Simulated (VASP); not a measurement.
# From one sheet to two: InSe monolayer, part 7 of 8

What are the lattice, gap and band positions of InSe monolayer, and what does a second sheet change?

VASP 6.6.1, plane waves and PAW; the level of theory is named at each step.

So far. Step 12 (A rigid stacking): Energy at zero smearing: -151.46348 eV.

### 13. Relaxing the bilayer

Level of this step: r2SCAN with rVV10; plane waves and PAW (In, Se) (VASP).

The lowest stacking relaxes at the monolayer's lattice.

The input, INCAR:

```
SYSTEM = InSe
PREC = Normal
ENCUT = 350
EDIFF = 1E-07
NELM = 120
ISMEAR = 0
SIGMA = 0.03
LREAL = .FALSE.
ALGO = Normal
METAGGA = R2SCAN
LUSE_VDW = .TRUE.
IVDW_NL = 2
BPARAM = 11.95
CPARAM = 0.0093
LASPH = .TRUE.
NBANDS = 26
LORBIT = 11
LWAVE = .FALSE.
LCHARG = .FALSE.
KPAR = 4
IBRION = 2
NSW = 70
ISIF = 2
EDIFFG = -0.004
POTIM = 0.8
MAXMIX = 40
IDIPOL = 3
LDIPOL = .TRUE.
DIPOL = 0.5 0.5 0.5
```

The input, POSCAR:

```
InSe
1.0
    4.0219178304      0.0000000000      0.0000000000
   -2.0109589152      3.4830830130      0.0000000000
    0.0000000000      0.0000000000     30.7826519272
In Se
4 4
Direct
    0.3333333300      0.6666666700      0.3177815400
    0.3333333300      0.6666666700      0.4079949800
    0.6666666700      0.3333333300      0.5920050200
    0.6666666700      0.3333333300      0.6822184600
    0.6666666700      0.3333333300      0.2761295600
    0.6666666700      0.3333333300      0.4496469600
    0.0000000000      1.0000000000      0.5503530400
    0.0000000000      1.0000000000      0.7238704400
```

The input, KPOINTS:

```
Automatic mesh
0
Gamma
9 9 1
0 0 0
```

Potentials, in the order of the species: In and Se (PBE family, release 64).

Command:

```console
$ mpirun -np 4 vasp_std
```

The log of the run:

```text
[... set-up lines as in an earlier step ...]
 entering main loop
       N       E                     dE             d eps       ncg     rms          rms(c)
Total rVV10 correction in eV:      1.3475336    61.5409532
Total rVV10 correction in eV:      1.3475336    61.5409532
Total rVV10 correction in eV:      1.3475336    61.5409532
Total rVV10 correction in eV:      1.3475336    61.5409532
[... 5 cycles as in an earlier step ...]
Total rVV10 correction in eV:      1.3772538    61.5410154
Total rVV10 correction in eV:      1.3772538    61.5410154
Total rVV10 correction in eV:      1.3772538    61.5410154
Total rVV10 correction in eV:      1.3772538    61.5410154
[... 1 cycle as in an earlier step ...]
Total rVV10 correction in eV:      1.4049980    61.5409437
Total rVV10 correction in eV:      1.4049980    61.5409437
Total rVV10 correction in eV:      1.4049980    61.5409437
Total rVV10 correction in eV:      1.4049980    61.5409437
[... 1 cycle as in an earlier step ...]
Total rVV10 correction in eV:      1.4045021    61.5409437
Total rVV10 correction in eV:      1.4045021    61.5409437
Total rVV10 correction in eV:      1.4045021    61.5409437
Total rVV10 correction in eV:      1.4045021    61.5409437
[... 1 cycle as in an earlier step ...]
Total rVV10 correction in eV:      1.4100148    61.5409437
Total rVV10 correction in eV:      1.4100148    61.5409437
Total rVV10 correction in eV:      1.4100148    61.5409437
Total rVV10 correction in eV:      1.4100148    61.5409437
[... 1 cycle as in an earlier step ...]
Total rVV10 correction in eV:      1.4117274    61.5409437
Total rVV10 correction in eV:      1.4117274    61.5409437
Total rVV10 correction in eV:      1.4117274    61.5409437
Total rVV10 correction in eV:      1.4117274    61.5409437
[... 1 cycle as in an earlier step ...]
Total rVV10 correction in eV:      1.4128628    61.5409437
Total rVV10 correction in eV:      1.4128628    61.5409437
Total rVV10 correction in eV:      1.4128628    61.5409437
Total rVV10 correction in eV:      1.4128628    61.5409437
[... 1 cycle as in an earlier step ...]
Total rVV10 correction in eV:      1.4132486    61.5409437
Total rVV10 correction in eV:      1.4132486    61.5409437
Total rVV10 correction in eV:      1.4132486    61.5409437
Total rVV10 correction in eV:      1.4132486    61.5409437
DAV:  12    -0.151464525937E+03   -0.65256E-04   -0.29082E-05   824   0.303E-02    0.820E-03
Total rVV10 correction in eV:      1.4134799    61.5409437
Total rVV10 correction in eV:      1.4134799    61.5409437
Total rVV10 correction in eV:      1.4134799    61.5409437
Total rVV10 correction in eV:      1.4134799    61.5409437
DAV:  13    -0.151464604932E+03   -0.78996E-04   -0.23485E-05   752   0.228E-02    0.596E-03
Total rVV10 correction in eV:      1.4137591    61.5409437
Total rVV10 correction in eV:      1.4137591    61.5409437
Total rVV10 correction in eV:      1.4137591    61.5409437
Total rVV10 correction in eV:      1.4137591    61.5409437
DAV:  14    -0.151464698707E+03   -0.93775E-04   -0.15434E-05   772   0.201E-02    0.389E-03
Total rVV10 correction in eV:      1.4139759    61.5409437
Total rVV10 correction in eV:      1.4139759    61.5409437
Total rVV10 correction in eV:      1.4139759    61.5409437
Total rVV10 correction in eV:      1.4139759    61.5409437
DAV:  15    -0.151464817839E+03   -0.11913E-03   -0.16588E-05   728   0.213E-02    0.257E-03
Total rVV10 correction in eV:      1.4141474    61.5409437
Total rVV10 correction in eV:      1.4141474    61.5409437
Total rVV10 correction in eV:      1.4141474    61.5409437
Total rVV10 correction in eV:      1.4141474    61.5409437
DAV:  16    -0.151464898484E+03   -0.80645E-04   -0.10375E-05   744   0.183E-02    0.257E-03
Total rVV10 correction in eV:      1.4141876    61.5409437
Total rVV10 correction in eV:      1.4141876    61.5409437
Total rVV10 correction in eV:      1.4141876    61.5409437
Total rVV10 correction in eV:      1.4141876    61.5409437
DAV:  17    -0.151464951097E+03   -0.52613E-04   -0.23341E-05   718   0.177E-02    0.151E-03
Total rVV10 correction in eV:      1.4141946    61.5409439
Total rVV10 correction in eV:      1.4141946    61.5409439
Total rVV10 correction in eV:      1.4141946    61.5409439
Total rVV10 correction in eV:      1.4141946    61.5409439
DAV:  18    -0.151464963976E+03   -0.12878E-04   -0.13204E-06   712   0.476E-03    0.802E-04
Total rVV10 correction in eV:      1.4141924    61.5409537
Total rVV10 correction in eV:      1.4141924    61.5409537
Total rVV10 correction in eV:      1.4141924    61.5409537
Total rVV10 correction in eV:      1.4141924    61.5409537
DAV:  19    -0.151464993162E+03   -0.29186E-04   -0.23057E-06   702   0.757E-03    0.528E-04
Total rVV10 correction in eV:      1.4141900    61.5409543
Total rVV10 correction in eV:      1.4141900    61.5409543
Total rVV10 correction in eV:      1.4141900    61.5409543
Total rVV10 correction in eV:      1.4141900    61.5409543
DAV:  20    -0.151465002018E+03   -0.88558E-05   -0.41370E-07   592   0.445E-03    0.289E-04
Total rVV10 correction in eV:      1.4141915    61.5409538
Total rVV10 correction in eV:      1.4141915    61.5409538
Total rVV10 correction in eV:      1.4141915    61.5409538
Total rVV10 correction in eV:      1.4141915    61.5409538
DAV:  21    -0.151465011375E+03   -0.93574E-05   -0.55536E-07   596   0.522E-03    0.233E-04
Total rVV10 correction in eV:      1.4141909    61.5409511
Total rVV10 correction in eV:      1.4141909    61.5409511
Total rVV10 correction in eV:      1.4141909    61.5409511
Total rVV10 correction in eV:      1.4141909    61.5409511
DAV:  22    -0.151465015393E+03   -0.40179E-05   -0.28911E-07   616   0.400E-03    0.121E-04
Total rVV10 correction in eV:      1.4141904    61.5409486
Total rVV10 correction in eV:      1.4141904    61.5409486
Total rVV10 correction in eV:      1.4141904    61.5409486
Total rVV10 correction in eV:      1.4141904    61.5409486
DAV:  23    -0.151465016847E+03   -0.14544E-05   -0.15217E-07   586   0.279E-03    0.360E-05
Total rVV10 correction in eV:      1.4141901    61.5409480
Total rVV10 correction in eV:      1.4141901    61.5409480
Total rVV10 correction in eV:      1.4141901    61.5409480
Total rVV10 correction in eV:      1.4141901    61.5409480
DAV:  24    -0.151465017635E+03   -0.78793E-06   -0.82491E-08   470   0.248E-03    0.381E-05
Total rVV10 correction in eV:      1.4141901    61.5409479
Total rVV10 correction in eV:      1.4141901    61.5409479
Total rVV10 correction in eV:      1.4141901    61.5409479
Total rVV10 correction in eV:      1.4141901    61.5409479
DAV:  25    -0.151465017425E+03    0.20999E-06   -0.19270E-08   518   0.121E-03    0.173E-05
[...]
Total rVV10 correction in eV:      1.4141592    61.5410045
Total rVV10 correction in eV:      1.4141592    61.5410045
Total rVV10 correction in eV:      1.4141592    61.5410045
Total rVV10 correction in eV:      1.4141592    61.5410045
DAV:   8    -0.151465023564E+03   -0.27511E-04   -0.40276E-06   628   0.169E-02    0.257E-03
Total rVV10 correction in eV:      1.4141638    61.5409801
Total rVV10 correction in eV:      1.4141638    61.5409801
Total rVV10 correction in eV:      1.4141638    61.5409801
Total rVV10 correction in eV:      1.4141638    61.5409801
DAV:   9    -0.151465042789E+03   -0.19225E-04   -0.32678E-06   668   0.145E-02    0.110E-03
Total rVV10 correction in eV:      1.4141644    61.5409737
Total rVV10 correction in eV:      1.4141644    61.5409737
Total rVV10 correction in eV:      1.4141644    61.5409737
Total rVV10 correction in eV:      1.4141644    61.5409737
DAV:  10    -0.151465046443E+03   -0.36538E-05   -0.22567E-07   630   0.380E-03    0.901E-04
Total rVV10 correction in eV:      1.4141685    61.5409531
Total rVV10 correction in eV:      1.4141685    61.5409531
Total rVV10 correction in eV:      1.4141685    61.5409531
Total rVV10 correction in eV:      1.4141685    61.5409531
DAV:  11    -0.151465056941E+03   -0.10498E-04   -0.27825E-06   678   0.144E-02    0.301E-04
Total rVV10 correction in eV:      1.4141688    61.5409491
Total rVV10 correction in eV:      1.4141688    61.5409491
Total rVV10 correction in eV:      1.4141688    61.5409491
Total rVV10 correction in eV:      1.4141688    61.5409491
DAV:  12    -0.151465057755E+03   -0.81373E-06   -0.19629E-07   616   0.350E-03    0.440E-04
Total rVV10 correction in eV:      1.4141688    61.5409491
Total rVV10 correction in eV:      1.4141688    61.5409491
Total rVV10 correction in eV:      1.4141688    61.5409491
Total rVV10 correction in eV:      1.4141688    61.5409491
DAV:  13    -0.151465057378E+03    0.37644E-06   -0.10211E-07   460   0.308E-03    0.445E-04
Total rVV10 correction in eV:      1.4141691    61.5409485
Total rVV10 correction in eV:      1.4141691    61.5409485
Total rVV10 correction in eV:      1.4141691    61.5409485
Total rVV10 correction in eV:      1.4141691    61.5409485
DAV:  14    -0.151465057401E+03   -0.22912E-07   -0.89430E-08   444   0.281E-03
Total rVV10 correction in eV:      1.4141700    61.5409478
Total rVV10 correction in eV:      1.4141700    61.5409478
Total rVV10 correction in eV:      1.4141700    61.5409478
Total rVV10 correction in eV:      1.4141700    61.5409478
Total rVV10 correction in eV:      1.4141698    61.5409484
Total rVV10 correction in eV:      1.4141698    61.5409484
Total rVV10 correction in eV:      1.4141698    61.5409484
Total rVV10 correction in eV:      1.4141698    61.5409484
   2 F= -.15146506E+03 E0= -.15146506E+03  d E =-.403069E-04
[...]
3 F= -.15146508E+03 E0= -.15146508E+03  d E =-.663422E-04
[...]
4 F= -.15146509E+03 E0= -.15146509E+03  d E =-.914676E-05
[...]
5 F= -.15146509E+03 E0= -.15146509E+03  d E =-.112584E-04
[...]
6 F= -.15146509E+03 E0= -.15146509E+03  d E =-.113653E-04
 curvature:  -0.71 expect dE=-0.251E-05 dE for cont linesearch -0.214E-08
 trial: gam= 0.15957 g(F)=  0.354E-05 g(S)=  0.000E+00 ort =-0.340E-06 (trialstep = 0.129E+01)
 search vector abs. value=  0.441E-05
 bond charge predicted
       N       E                     dE             d eps       ncg     rms          rms(c)
Total rVV10 correction in eV:      1.4141410    61.5409475
Total rVV10 correction in eV:      1.4141410    61.5409475
Total rVV10 correction in eV:      1.4141410    61.5409475
Total rVV10 correction in eV:      1.4141410    61.5409475
DAV:   1    -0.151465096207E+03   -0.14244E-05   -0.15848E-04   624   0.539E-02    0.534E-03
Total rVV10 correction in eV:      1.4141476    61.5409552
Total rVV10 correction in eV:      1.4141476    61.5409552
Total rVV10 correction in eV:      1.4141476    61.5409552
Total rVV10 correction in eV:      1.4141476    61.5409552
DAV:   2    -0.151465075381E+03    0.20826E-04   -0.16061E-05   654   0.280E-02    0.409E-03
Total rVV10 correction in eV:      1.4141504    61.5409716
Total rVV10 correction in eV:      1.4141504    61.5409716
Total rVV10 correction in eV:      1.4141504    61.5409716
Total rVV10 correction in eV:      1.4141504    61.5409716
DAV:   3    -0.151465087285E+03   -0.11904E-04   -0.84931E-06   646   0.219E-02    0.436E-03
Total rVV10 correction in eV:      1.4141526    61.5409478
Total rVV10 correction in eV:      1.4141526    61.5409478
Total rVV10 correction in eV:      1.4141526    61.5409478
Total rVV10 correction in eV:      1.4141526    61.5409478
DAV:   4    -0.151465091779E+03   -0.44941E-05   -0.26169E-06   626   0.151E-02    0.968E-03
Total rVV10 correction in eV:      1.4141453    61.5409491
Total rVV10 correction in eV:      1.4141453    61.5409491
Total rVV10 correction in eV:      1.4141453    61.5409491
Total rVV10 correction in eV:      1.4141453    61.5409491
DAV:   5    -0.151465093844E+03   -0.20655E-05   -0.35171E-06   624   0.182E-02    0.587E-03
Total rVV10 correction in eV:      1.4141448    61.5409476
Total rVV10 correction in eV:      1.4141448    61.5409476
Total rVV10 correction in eV:      1.4141448    61.5409476
Total rVV10 correction in eV:      1.4141448    61.5409476
DAV:   6    -0.151465094208E+03   -0.36321E-06   -0.60666E-07   710   0.609E-03    0.377E-03
Total rVV10 correction in eV:      1.4141451    61.5409454
Total rVV10 correction in eV:      1.4141451    61.5409454
Total rVV10 correction in eV:      1.4141451    61.5409454
Total rVV10 correction in eV:      1.4141451    61.5409454
DAV:   7    -0.151465094933E+03   -0.72543E-06   -0.56131E-07   604   0.638E-03    0.232E-03
Total rVV10 correction in eV:      1.4141450    61.5409453
Total rVV10 correction in eV:      1.4141450    61.5409453
Total rVV10 correction in eV:      1.4141450    61.5409453
Total rVV10 correction in eV:      1.4141450    61.5409453
DAV:   8    -0.151465096090E+03   -0.11569E-05   -0.47681E-07   560   0.661E-03    0.189E-03
Total rVV10 correction in eV:      1.4141434    61.5409458
Total rVV10 correction in eV:      1.4141434    61.5409458
Total rVV10 correction in eV:      1.4141434    61.5409458
Total rVV10 correction in eV:      1.4141434    61.5409458
DAV:   9    -0.151465096546E+03   -0.45638E-06   -0.66224E-07   650   0.791E-03    0.197E-03
Total rVV10 correction in eV:      1.4141415    61.5409462
Total rVV10 correction in eV:      1.4141415    61.5409462
Total rVV10 correction in eV:      1.4141415    61.5409462
Total rVV10 correction in eV:      1.4141415    61.5409462
DAV:  10    -0.151465096902E+03   -0.35523E-06   -0.83424E-08   446   0.275E-03    0.152E-03
Total rVV10 correction in eV:      1.4141398    61.5409471
Total rVV10 correction in eV:      1.4141398    61.5409471
Total rVV10 correction in eV:      1.4141398    61.5409471
Total rVV10 correction in eV:      1.4141398    61.5409471
DAV:  11    -0.151465097156E+03   -0.25439E-06   -0.11511E-07   476   0.309E-03    0.976E-04
Total rVV10 correction in eV:      1.4141394    61.5409474
Total rVV10 correction in eV:      1.4141394    61.5409474
Total rVV10 correction in eV:      1.4141394    61.5409474
Total rVV10 correction in eV:      1.4141394    61.5409474
DAV:  12    -0.151465097108E+03    0.48195E-07   -0.83440E-08   428   0.266E-03
Total rVV10 correction in eV:      1.4141384    61.5409477
Total rVV10 correction in eV:      1.4141384    61.5409477
Total rVV10 correction in eV:      1.4141384    61.5409477
Total rVV10 correction in eV:      1.4141384    61.5409477
Total rVV10 correction in eV:      1.4141393    61.5409477
Total rVV10 correction in eV:      1.4141393    61.5409477
Total rVV10 correction in eV:      1.4141393    61.5409477
Total rVV10 correction in eV:      1.4141393    61.5409477
   7 F= -.15146510E+03 E0= -.15146510E+03  d E =-.230580E-05
 trial-energy change:   -0.000002  1 .order   -0.000003   -0.000005   -0.000001
 step:   1.7645(harm=  1.7645)  dis= 0.00049  next Energy=  -151.465098 (dE=-0.308E-05)
 reached required accuracy - stopping structural energy minimisation
```

Elapsed: 5.5 min, on 4 MPI ranks of Intel Xeon 6975P-C (Granite Rapids), shared host; peak memory 1.8 GiB; 22 min of CPU time.

OUTCAR, selected parts (step 13):

```text
   NELECT =      36.0000    total number of electrons

 dipolmoment           0.000000      0.000000      0.000092 electrons x Angstroem

 E-fermi :  -1.2922

 k-point     1 :       0.0000    0.0000    0.0000
  band No.  band energies     occupation
    ...
     14      -2.3096      2.00000
     15      -2.2546      2.00000
     16      -2.2546      2.00000
     17      -2.2361      2.00000
     18      -1.5112      2.00000
     19       0.0093      0.00000
     20       0.6252      0.00000
     21       1.4918      0.00000
     22       1.5301      0.00000
     23       3.5675      0.00000
    ...

  Total        0.1519518      0.1519518     -0.0028727      0.0000000      0.0000000      0.0000000
  in kB        0.5645643      0.5645643     -0.0106732      0.0000000      0.0000000      0.0000000
  external PRESSURE =       0.3728185 kB  Pullay stress =       0.0000000 kB

 POSITION                                       TOTAL-FORCE (eV/Angst)
 -----------------------------------------------------------------------------------
     -0.00000      2.32206      9.78010         0.000000      0.000000      0.000785
     -0.00000      2.32206     12.56044         0.000000      0.000000     -0.001294
      2.01096      1.16103     18.22241         0.000000      0.000000      0.000788
      2.01096      1.16103     21.00255        -0.000000      0.000000      0.002119
      2.01096      1.16103      8.49631        -0.000000      0.000000     -0.003485
      2.01096      1.16103     13.84357         0.000000     -0.000000     -0.003108
      0.00000      0.00000     16.93869        -0.000000      0.000000      0.002904
      0.00000      0.00000     22.28654         0.000000      0.000000      0.001292
 -----------------------------------------------------------------------------------
    total drift:                               -0.000029      0.000011     -0.000058

  FREE ENERGIE OF THE ION-ELECTRON SYSTEM (eV)
  ---------------------------------------------------
  free  energy   TOTEN  =      -151.4650971078 eV

  energy  without entropy=     -151.4650971078  energy(sigma->0) =     -151.46509711

 vacuum level on the upper side and lower side of the slab         4.491         4.492

[... 7 parts as in an earlier step ...]

[... 11 further parts left out ...]
```

The run keeps the 6 symmetry operations of its start, so it cannot find a distortion of lower symmetry.

Hardly anything moved in the relaxation; the energy changed by under 0.2 meV an atom.

This step gave:

- electronic steps: 82
- free energy (TOTEN): -151.4651 eV
- Fermi energy: -1.292 eV
- dipole moment: 0, 0, 9.20e-5 e·Å
- gap on the k-mesh: 1.487 eV
- least direct gap on the k-mesh: 1.521 eV

The run ended after 7 ionic steps, 0.000 eV below its first step, once the forces on the free atoms met EDIFFG = -0.004.

(Continued in part 8 of 8.)

[Lines on the potential files, build, host, timing and source positions are cut from VASP's logs without a mark.]

[Logs are printed without paths, hosts, clocks, repeated set-up lines and the standing remarks that a program may print on its own settings, such as how far it seeks lower states.]

[Hosts, paths, dates, database ids (printed as entryN), source tags and the programs' standing remarks are cut or masked in the printed files.]

[Runs that stopped without an error message from VASP are left out.]
